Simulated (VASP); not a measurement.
Write the native input for VASP 6.6.1 that does the following.

* Task: single point
* Functional: PBE
* Potentials or basis: VASP PAW PBE potentials, release 64 (Si_GW)
* Cutoff: 450 eV
* k mesh: 4 × 4 × 4
* Occupations: gaussian, width 0.02 eV
* Spin: no spin polarisation
* Further INCAR settings: ALGO = Fast; EDIFF = 1e-06

The structure of Si lies in POSCAR:

```
Si
1.0
    0.0000000000      2.7218511865      2.7218511865
    2.7218511865      0.0000000000      2.7218511865
    2.7218511865      2.7218511865      0.0000000000
Si
2
Direct
    0.5000000000      0.5000000000      0.5000000000
    0.7500000000      0.7500000000      0.7500000000
```

The input as run:

INCAR

```
SYSTEM = Si
PREC = Accurate
ENCUT = 450
EDIFF = 1E-6
ISMEAR = 0
SIGMA = 0.02
LREAL = .False.
LASPH = .True.
NELM = 80
ALGO = Fast
ISIF = 2
LWAVE = .False.
LCHARG = .False.
GGA = PE
```

KPOINTS

```
Automatic mesh
0
Gamma
  4 4 4
  0 0 0
```

Potentials or basis: VASP PAW PBE potentials, release 64 (Si_GW).

Launch:

```sh
$ cat potpaw_PBE.64/Si_GW/POTCAR > POTCAR
$ mpirun -np 1 vasp_std > vasp.out
```

It gave:

* Pressure: 1.9 GPa
* Band gap on the k mesh: 0.71 eV, indirect (least direct gap 2.54 eV)

Caveat: the k mesh is coarse (spacing up to 0.50 Å⁻¹), so the values aren't converged.

Run time: 4.7 s on 1 thread of Intel(R) Xeon(R) 6975P-C (Granite Rapids), with other jobs on the host, peak memory 0.14 GiB.
